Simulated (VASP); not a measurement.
Here is a VASP 6.6.1 calculation.

Contents of INCAR:

```
SYSTEM = Te2Pt
PREC = Accurate
ENCUT = 520
EDIFF = 1E-6
ISMEAR = 1
SIGMA = 0.1
LREAL = .FALSE.
LASPH = .TRUE.
NELM = 60
ALGO = Normal
ISIF = 2
LWAVE = .FALSE.
LCHARG = .FALSE.
GGA = CA
ICORELEVEL = 1
KPAR = 4
```

File KPOINTS:

```
regular mesh
0
G
  5 5 3
  0 0 0
```

The input POSCAR:

```
Te2Pt
1.0
    6.0150000000      3.4727618690      0.0000000000
   -6.0150000000      3.4727618690      0.0000000000
    0.0000000000      0.0000000000     10.4020000000
Te Pt
12 6
Direct
    0.3333333333      0.3333333334      0.1250000000
    0.3333333333      0.3333333334      0.6250000000
    0.6666666667      0.0000000000      0.1250000000
    0.6666666667      0.0000000000      0.6250000000
    0.0000000000      0.6666666667      0.1250000000
    0.0000000000      0.6666666667      0.6250000000
    0.3333333333      1.0000000000      0.3750000000
    0.3333333333      1.0000000000      0.8750000000
    0.6666666667      0.6666666666      0.3750000000
    0.6666666667      0.6666666666      0.8750000000
    0.0000000000      0.3333333333      0.3750000000
    0.0000000000      0.3333333333      0.8750000000
    0.0000000000      0.0000000000      0.0000000000
    0.0000000000      0.0000000000      0.5000000000
    0.3333333333      0.6666666667      0.0000000000
    0.3333333333      0.6666666667      0.5000000000
    0.6666666667      0.3333333333      0.0000000000
    0.6666666667      0.3333333333      0.5000000000
```

Potentials or basis: VASP PAW LDA potentials, release 64 (Te, Pt).

Command:

```console
$ cat potpaw_LDA.64/Te/POTCAR potpaw_LDA.64/Pt/POTCAR > POTCAR
$ mpirun -np 4 vasp_std > vasp.out
```

(1) What does it give for the band gap on the k mesh?

(2) What does it give for the largest force?

Results:

(1) none (metal or under the smearing width).

(2) 0.656 eV/Å.
